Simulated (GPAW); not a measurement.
Crystal: ZnS (Wurtzite-2H).

```
Zn S
1.0
     3.81100    0.00000    0.00000
    -1.90550    3.30042    0.00000
     0.00000    0.00000    6.23400
Zn S
2 2
Direct
  0.66667 0.33333 0.50000
  0.33333 0.66667 0.00000
  0.66667 0.33333 0.88500
  0.33333 0.66667 0.38500
```

Base run:

| Item | Value |
| --- | --- |
| Program | GPAW 26.7.0 |
| Functional | LDA |
| Potentials or basis | PAW data sets generated in the run's folder for this functional |
| Cutoff | 600 eV |
| Basis | pw |
| k mesh | 6 × 6 × 3 |
| Occupations | fermi-dirac, width 0.05 eV |
| Spin | no spin polarisation |

Its results: band gap on the k mesh 1.99 eV, direct; pressure -4.3 GPa; largest force 0.291 eV/Å.

**Question.** The run is repeated on the same cell with these changes: functional from LDA to revPBE; potentials or basis from PAW data sets generated in the run's folder for this functional to the program's PAW data sets (release 1.2.1) made for this functional. What comes out?

**Answer.** Band gap on the k mesh 2.37 eV, direct; pressure 4.5 GPa; largest force 0.338 eV/Å.
